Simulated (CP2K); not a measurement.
## InSe under changes of volume

One of the cells (30.061 Å³/atom); the others are scaled copies at fixed shape and fractional positions:

```
In Se
1.0
     4.05000    0.00000    0.00000
    -2.02500    3.50740    0.00000
     0.00000    0.00000   16.93000
In Se
4 4
Cartesian
  2.0250 1.1691 14.2720
  0.0000 2.3383 5.8070
  2.0250 1.1691 11.1230
  0.0000 2.3383 2.6580
  2.0250 1.1691 6.7381
  0.0000 2.3383 15.2031
  2.0250 1.1691 1.7269
  0.0000 2.3383 10.1919
```

* Program: CP2K 2026.2
* Functional: PBE
* Potentials or basis: POTENTIAL_UZH In GTH-PBE-q13, Se GTH-PBE-q6; TZVP-MOLOPT-PBE-GTH basis
* Density cutoff: 6123 eV
* k mesh: 8 × 8 × 2
* Occupations: fermi-dirac, width 0.05 eV
* Spin: no spin polarisation

```csv
volume (Å³/atom),energy over the lowest point (meV/atom),pressure (GPa),largest force (eV/Å)
28.258,190.51,13.2,3.579
28.859,144.60,11.3,3.381
29.460,105.12,9.7,3.195
30.061,71.50,8.3,3.016
30.663,43.08,6.9,2.849
31.264,?,?,?
31.865,0.00,4.6,2.539
```

What does the run at 31.264 Å³/atom give?

Energy over the lowest point 19.40 meV/atom; pressure 5.7 GPa; largest force 2.690 eV/Å.

Worked out: A Birch-Murnaghan fit of order 3 (a polynomial in V^(-2/3)) to the other rows has no minimum within the range. It gives 19.41 meV/atom at 31.264 Å³/atom, against the run's 19.40, and -dE/dV = 5.7 GPa, against 5.7.

Energies are extrapolated to zero smearing.

Caveats: this functional lacks dispersion, which binds the layers, so the pressure and a relaxed spacing across them are unreliable; the basis of atomic orbitals isn't converged, which shifts pressures, moduli and gaps; forces of over 1 eV/Å show positions far from the minimum, so gaps and moduli don't describe the material at rest.
